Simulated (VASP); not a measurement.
A run of VASP 6.6.1:

INCAR

```
SYSTEM = Cr
ALGO = Fast ; EDIFF = 1E-6
ENCUT = 520 ; GGA = RE
ISIF = 2 ; ISMEAR = -1
LASPH = .True. ; LCHARG = .True.
LELF = .True. ; LREAL = .False.
LVHAR = .True. ; LWAVE = .False.
NBANDS = 19 ; NELM = 60
PREC = Accurate ; SIGMA = 0.1
```

Contents of KPOINTS:

```
k-points
0
Gamma
  24 24 12
  0 0 0
```

The input POSCAR:

```
Cr
1.0
    2.5020384049      0.0000000000      0.0000000000
   -1.2510192024      2.1668288199      0.0000000000
    0.0000000000      0.0000000000      4.4688933305
Cr
2
Direct
    0.3333333333      0.6666666667      0.2500000000
    0.6666666667      0.3333333333      0.7500000000
```

Potentials or basis: VASP PAW PBE potentials, release 64 (Cr_pv).

Command:

```sh
$ cat potpaw_PBE.64/Cr_pv/POTCAR > POTCAR
$ mpirun -np 1 vasp_std > vasp.out
```

Hardware: 1 thread of AMD EPYC 9R45 (Zen 5), with other jobs on the host.

How long does it take, and how much memory?

It took 2.1 min on 1 thread of AMD EPYC 9R45 (Zen 5), on a shared host, peak memory 0.23 GiB. Counts: scf iterations 15, k points 427.
